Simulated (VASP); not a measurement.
A run of VASP 6.6.1 is set up as follows.

The input INCAR:

```
PREC = Accurate
ENCUT = 520
EDIFF = 1E-6
ISMEAR = 0
SIGMA = 0.1
LREAL = False
LASPH = True
NELM = 100
ALGO = Fast
ISIF = 2
LWAVE = False
LCHARG = True
GGA = PE
LELF = True
LVHAR = True
NBANDS = 13
```

KPOINTS

```
regular mesh
0
Gamma
  18 18 18
```

The input POSCAR:

```
W
1.0
    0.2436000000      1.9535502000      1.9535502000
    2.1971502000      0.0000000000      2.1971502000
    2.1971502000      2.1971502000      0.0000000000
W
1
Direct
    0.0000000000      0.0000000000      0.0000000000
```

Potentials or basis: VASP PAW PBE potentials, release 64 (W_sv).

Command:

```bash
$ cat potpaw_PBE.64/W_sv/POTCAR > POTCAR
$ mpirun -np 1 vasp_std > vasp.out
```

(1) Predict the pressure.

(2) What does it give for the band gap on the k mesh?

Answers

(1) -14.5 GPa.

(2) none (metal or under the smearing width).
